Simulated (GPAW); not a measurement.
Crystal: TiC.

```xyz
2
Lattice="0.0000 2.1657 2.1657 2.1657 0.0000 2.1657 2.1657 2.1657 0.0000" Properties=species:S:1:pos:R:3 pbc="T T T"
Ti    0.0000    0.0000    0.0000
C     2.1657    2.1657    2.1657
```

The cell is a database's computed one.

- Program: GPAW 26.7.0
- Task: relaxation of cell and atoms
- Functional: PBEsol
- Dispersion: D3(BJ)+ATM
- Potentials or basis: PAW data sets generated in the run's folder for this functional
- Cutoff: 800 eV
- Basis: pw
- k mesh: 11 × 11 × 11
- Occupations: fermi-dirac, width 0.05 eV
- Spin: no spin polarisation

At the start: pressure -11.0 GPa; volume 10.16 Å³/atom.

How do energy, volume and symmetry change on relaxing?

Over 4 steps the energy falls by 13.6 meV/atom and the volume is 9.73 Å³/atom (-4.2 %); space group Fm-3m (No. 225, to 0.05 Å).

Step by step:
| step | energy change (eV) | largest force (eV/Å) | pressure (GPa) | volume (Å³) |
| --- | --- | --- | --- | --- |
| 1 | 0.0000 | 0.0000 | -11.04 | 20.32 |
| 2 | -0.0164 | 0.0000 | -7.38 | 20.01 |
| 3 | -0.0272 | 0.0000 | 0.35 | 19.44 |
| 4 | -0.0273 | 0.0000 | -0.01 | 19.47 |

Final structure:
```
Ti C
1.0
     0.00000    2.13516    2.13516
     2.13516    0.00000    2.13516
     2.13516    2.13516    0.00000
Ti C
1 1
Cartesian
  0.0000 0.0000 0.0000
  2.1352 2.1352 2.1352
```

Caveat: later steps reuse the first step's grids; pairwise dispersion overbinds metals, which lowers pressure and volume.
